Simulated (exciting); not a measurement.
# Si (I4_1/amd) in exciting: a series of runs, part 2 of 2

exciting (release sodium). Earlier steps stand in the parts before.

## 4. Real-space fields, PW91

The input, run_exciting.py:

```python
import subprocess
import xml.etree.ElementTree as ET
from ase.io import read
from ase.units import Bohr

atoms = read("POSCAR")
rmt = {'Si': 2.0}  # bohr
tasks = """
<groundstate do="fromscratch" ngridk="11 11 11" rgkmax="6.5" gmaxvr="14" lmaxapw="10" lmaxmat="10" lmaxvr="8" stype="Methfessel-Paxton 1" swidth="0.00036749" nempty="10" ValenceRelativity="iora*" epsengy="1e-05" epspot="1e-05" maxscl="60" outputlevel="normal">
  <libxc exchange="XC_GGA_X_PW91" correlation="XC_GGA_C_PW91"/>
</groundstate>
<properties>
  <chargedensityplot>
    <plot3d>
      <box grid="19 19 19">
        <origin coord="0 0 0"/>
        <point coord="1 0 0"/>
        <point coord="0 1 0"/>
        <point coord="0 0 1"/>
      </box>
    </plot3d>
  </chargedensityplot>
  <elfplot>
    <plot3d>
      <box grid="19 19 19">
        <origin coord="0 0 0"/>
        <point coord="1 0 0"/>
        <point coord="0 1 0"/>
        <point coord="0 0 1"/>
      </box>
    </plot3d>
  </elfplot>
  <exccplot>
    <plot3d>
      <box grid="19 19 19">
        <origin coord="0 0 0"/>
        <point coord="1 0 0"/>
        <point coord="0 1 0"/>
        <point coord="0 0 1"/>
      </box>
    </plot3d>
  </exccplot>
</properties>
"""

root = ET.Element("input")
ET.SubElement(root, "title").text = "Si"
structure = ET.SubElement(root, "structure", speciespath="./", tshift="false")
crystal = ET.SubElement(structure, "crystal", scale="1.0")
for vector in atoms.cell / Bohr:
    ET.SubElement(crystal, "basevect").text = " ".join(f"{x:.12f}" for x in vector)
symbols = atoms.get_chemical_symbols()
for element in dict.fromkeys(symbols):
    species = ET.SubElement(structure, "species", speciesfile=element + ".xml", rmt=str(rmt[element]))
    for symbol, position in zip(symbols, atoms.get_scaled_positions(wrap=False)):
        if symbol == element:
            ET.SubElement(species, "atom", coord=" ".join(f"{x:.12f}" for x in position))
root.extend(ET.fromstring("<tasks>" + tasks + "</tasks>"))
ET.indent(root)
ET.ElementTree(root).write("input.xml")
subprocess.run(["exciting_smp"], check=True)
```

The input, POSCAR:

```
Si
1.0
   -2.3713723045      2.3713723045      1.3292653899
    2.3713723045     -2.3713723045      1.3292653899
    2.3713723045      2.3713723045     -1.3292653899
Si
2
Direct
    0.5000000000      0.5000000000      0.0000000000
    0.2500000000      0.7500000000      0.5000000000
```

Potentials or basis: all-electron LAPW+lo, shipped species files with second energy derivatives, valence relativity iora*.

Started as:

```console
OMP_NUM_THREADS=1 python run_exciting.py
```

The log of the run:

```text
================================================================================
EXCITING SODIUM started
[... 10 lines left out ...]

 Lattice vectors (cartesian) :
     -4.4812441979      4.4812441979      2.5119475355
      4.4812441979     -4.4812441979      2.5119475355
      4.4812441979      4.4812441979     -2.5119475355

 Reciprocal lattice vectors (cartesian) :
      0.0000000000      0.7010536616      1.2506601389
      0.7010536616      0.0000000000      1.2506601389
      0.7010536616      0.7010536616     -0.0000000000

 Unit cell volume                           :     201.7751957144
 Brillouin zone volume                      :       1.2293394764

 Species :    1 (Si)
     parameters loaded from                 :    Si.xml
     name                                   :    silicon
     nuclear charge                         :     -14.00000000
     electronic charge                      :      14.00000000
     atomic mass                            :   51196.73454000
     muffin-tin radius                      :       2.00000000
     # of radial points in muffin-tin       :     300

     atomic positions (lattice) :
       1 :   0.50000000  0.50000000  0.00000000
       2 :   0.25000000  0.75000000  0.50000000

 Total number of atoms per unit cell        :       2

 Spin treatment                             :    spin-unpolarised

 Number of Bravais lattice symmetries       :      16
 Number of crystal symmetries               :      16

 k-point grid                               :      11   11   11
 Total number of k-points                   :     126
 k-point set is reduced with crystal symmetries

 R^MT_min * |G+k|_max (rgkmax)              :       6.50000000
 Species with R^MT_min                      :       1 (Si)
 Maximum |G+k| for APW functions            :       3.25000000
 Maximum |G| for potential and density      :      14.00000000

 G-vector grid sizes                        :      32    32    32
 Total number of G-vectors                  :    9311

 Maximum angular momentum used for
     APW functions                          :      10
     computing H and O matrix elements      :      10
     potential and density                  :       8
     inner part of muffin-tin               :       2

 Total nuclear charge                       :     -28.00000000
 Total electronic charge                    :      28.00000000
 Total core charge                          :      20.00000000
 Total valence charge                       :       8.00000000

 Number of empty states                     :      10
 Total number of valence states             :      15

 Maximum Hamiltonian size                   :     171
 Maximum number of plane-waves              :     131
 Total number of local-orbitals             :      40

 Exchange-correlation type                  :     100
     libxc; exchange: Perdew & Wang 91; correlation: Perdew & Wang 91 (see libxc for references)

 Smearing scheme                            :    Methfessel-Paxton order 1, Phys. Rev. B 40, 3616 (1989)
 Smearing width                             :       0.00036749

 Using multisecant Broyden potential mixing
[... 16 lines left out ...]
+ SCF iteration number :    1                                                  +
++++++++++++++++++++++++++++++++++++++++++++++++++++++++++++++++++++++++++++++++
 Total energy                               :      -580.34456496
 _______________________________________________________________
 Fermi energy                               :         0.32715528
 Kinetic energy                             :       582.26877732
 Coulomb energy                             :     -1120.53592187
 Exchange energy                            :       -40.85569541
 Correlation energy                         :        -1.22172500

 DOS at Fermi energy (states/Ha/cell)       :        88.59953916

 Electron charges :
     core                                   :        20.00000000
     core leakage                           :         0.00738353
     valence                                :         8.00000000
     interstitial                           :         4.53320284
     charge in muffin-tin spheres :
                  atom     1    Si          :        11.73339858
                  atom     2    Si          :        11.73339858
     total charge in muffin-tins            :        23.46679716
     total charge                           :        28.00000000
[... 266 lines left out ...]
 Electron charges :
     core                                   :        20.00000000
     core leakage                           :         0.00733844
     valence                                :         8.00000000
     interstitial                           :         4.53178683
     charge in muffin-tin spheres :
                  atom     1    Si          :        11.73410658
                  atom     2    Si          :        11.73410658
     total charge in muffin-tins            :        23.46821317
     total charge                           :        28.00000000

 RMS change in effective potential (target) :  0.236056E-07  ( 0.100000E-04)
 Absolute change in total energy   (target) :  0.462659E-07  ( 0.100000E-04)
 Charge distance                   (target) :  0.725987E-09  ( 0.100000E-04)

++++++++++++++++++++++++++++++++++++++++++++++++++++++++++++++++++++++++++++++++
| Convergency criteria checked for the last 2 iterations                       +
| Convergence targets achieved. Performing final SCF iteration                 +
++++++++++++++++++++++++++++++++++++++++++++++++++++++++++++++++++++++++++++++++
 Total energy                               :      -580.31057657
 _______________________________________________________________
 Fermi energy                               :         0.32501741
 Kinetic energy                             :       581.97097326
 Coulomb energy                             :     -1120.21765343
 Exchange energy                            :       -40.84234696
 Correlation energy                         :        -1.22154944

 DOS at Fermi energy (states/Ha/cell)       :        28.93654520

 Electron charges :
     core                                   :        20.00000000
     core leakage                           :         0.00733844
     valence                                :         8.00000000
     interstitial                           :         4.53178683
     charge in muffin-tin spheres :
                  atom     1    Si          :        11.73410658
                  atom     2    Si          :        11.73410658
     total charge in muffin-tins            :        23.46821317
     total charge                           :        28.00000000

++++++++++++++++++++++++++++++++++++++++++++++++++++++++++++++++++++++++++++++++
[... 9 lines left out ...]
| EXCITING SODIUM stopped                                                      =
================================================================================
```

Wall time 58 s (1 thread of Arm Neoverse V2, shared host); peak memory 0.13 GiB.

Results:

| Quantity | Value |
| --- | --- |
| Free energy | -15791.0552 eV |
| Band gap on the k mesh | none (metal or under the smearing width) |
| All electrons inside the program's atomic spheres | Si 11.73 (radii Si 2.0 bohr) |

Levels at points of the mesh, in eV from the Fermi level:
```
           k point  band 1  band 2  band 3  band 4  band 5  band 6  band 7  band 8
(0.00, 0.00, 0.00)  -13.91   -2.47   -2.47   -1.79    1.61    7.49    9.07    9.09
```

## 5. Summary

| task | level | potentials or basis | cell | k mesh | smearing | outputlevel | nempty | top of the spectrum (Ha) | broadening (Ha) | gap on the mesh (eV) |
| --- | --- | --- | --- | --- | --- | --- | --- | --- | --- | --- |
| real-space fields | LDA-HL+D2 | all-electron LAPW+lo, shipped species files, valence relativity iora* | volume scaled by 0.8 | 11 × 11 × 11 | fermi-dirac 0.05 eV | low | 10 | - | - | none |
| optical spectrum | HTBS | all-electron LAPW+lo, shipped species files, valence relativity iora* | volume scaled by 1.15 | 9 × 9 × 9, shifted | fermi-dirac 0.01 eV | normal | 28 | 0.8 Ha | 0.01 Ha | - |
| real-space fields | PW91 | all-electron LAPW+lo, shipped species files with second energy derivatives, valence relativity iora* | as given | 11 × 11 × 11 | methfessel-paxton 0.01 eV | normal | 10 | - | - | none |

Alike in all rows: no spin polarisation; rgkmax 6.5.

Caveats: the free energy is that total less TS from the occupations (some runs); the dispersion energy is computed afterwards and isn't part of the total energy (some runs); the intraband (Drude) term of the metal is left out (some runs); spectra need much finer meshes, so this one isn't converged (some runs); independent-particle spectra lack excitons (some runs).

Compare energies only between runs with the same functional and basis.
